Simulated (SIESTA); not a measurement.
Ti:

```
Ti
1.0
    -1.64100    1.64100    1.64100
     1.64100   -1.64100    1.64100
     1.64100    1.64100   -1.64100
Ti
1
Direct
  0.00000 0.00000 0.00000
```

This isn't the form of Ti at room conditions, which is hcp.

Base run:

- Program: SIESTA 5.4.2
- Functional: PBE
- Potentials or basis: PseudoDojo 0.4 standard (PBE files)
- Basis: DZP (energy shift 0.003 Ry; two zetas on semicore shells)
- Grid cutoff: 800 Ry
- Energy shift: 0.003 Ry
- k mesh: 11 × 11 × 11
- Occupations: fermi-dirac, width 0.05 eV
- Spin: no spin polarisation

Its results: band gap on the k mesh none (metal or under the smearing width); pressure -2.5 GPa.

The run is repeated on the same cell with these changes: basis from DZP (energy shift 0.003 Ry; two zetas on semicore shells) to SZ (energy shift 0.003 Ry). What comes out?

Band gap on the k mesh none (metal or under the smearing width); pressure -10.4 GPa.

Caveats: the basis of atomic orbitals isn't converged, which shifts pressures, moduli and gaps; the basis has no polarisation orbitals (some runs).
